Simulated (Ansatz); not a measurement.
# Pb: equation of state

An exercise on one series of results from a longer session: the logs are not shown, and one member is left open.

The COD entry's cell or inner coordinates are ideal or old and differ from later refinements, so a difference from it is no clean test against experiment.

Program: Ansatz 0.2.0. Level of theory: DFT PBE, scalar-relativistic. These are calculated values, not measurements.

## The structure to begin with

Symmetry: Fm-3m, No. 225, cubic system. Conventional cell: a = 4.940 Å, b = 4.940 Å, c = 4.940 Å, α = 90.00°, β = 90.00°, γ = 90.00°. Pb (site symmetry m-3m) has 12 Pb at 3.49 Å as nearest neighbours.

Coordinates:

```xyz
1
Lattice="0.0000 2.4698 2.4698 2.4698 0.0000 2.4698 2.4698 2.4698 0.0000" Properties=species:S:1:pos:R:3 pbc="T T T"
Pb    0.0000    0.0000    0.0000
```

The structure is an experimental refinement, used without relaxation.

The first run:

input.yaml reads:

```yaml
crystal:
  lattice:
    - [0.0, 2.4364202325, 2.4364202325]
    - [2.4364202325, 0.0, 2.4364202325]
    - [2.4364202325, 2.4364202325, 0.0]
  atoms:
    - { symbol: Pb, position: [0.0, 0.0, 0.0] }
kpoints:
  mp_grid: { grid: [13, 13, 13] }
scf:
  occupations: { method: fermi_dirac, width: 0.08 }
hamiltonian:
  xc: pbe
  pseudopotentials: { kind: all_electron, lapw: { basis_error: 0.00025 } }
output:
  forces: true
  stress: true
  eigenvalues: true
```

Run with:

```
ansatz run input.yaml --threads 1 --pin off --max-ram 2048MiB --backend cpu --events-out ev --progress --plain --runs-dir out
```

Steps of the session up to this table: Volume × 0.96, LAPW; Volume × 0.96, PAW; Volume × 0.96, crystal datasets; Volume × 0.98, LAPW; Volume × 0.98, PAW; Volume × 1.02, LAPW; Volume × 1.02, PAW; Volume × 1.04, LAPW; Volume × 1.04, PAW; Volume × 1.04, crystal datasets.

One table of the session follows, with a row left open; its other results are not shown here.

| method | volume (Å³/atom) | pressure (GPa) |
| --- | --- | --- |
| LAPW | 28.926 | 5.09 |
| LAPW | 29.529 | 3.86 |
| LAPW | 30.131 | 2.77 |
| LAPW | 30.734 | 1.79 |
| LAPW | 31.336 | 0.91 |
| PAW | 28.926 | ? |
| PAW | 29.529 | 3.85 |
| PAW | 30.131 | 2.76 |
| PAW | 30.734 | 1.78 |
| PAW | 31.336 | 0.91 |
| crystal datasets | 28.926 | 5.09 |
| crystal datasets | 30.131 | 2.77 |
| crystal datasets | 31.336 | 0.91 |

Estimate the missing values for PAW, 28.926.

As computed: pressure (GPa): 5.08. In the column «pressure (GPa)» it lies between LAPW, 29.529 (3.86) and LAPW, 28.926 (5.09).

To keep in mind: Warnings in the runs' records: gradients without spin orbit, crystal datasets made.
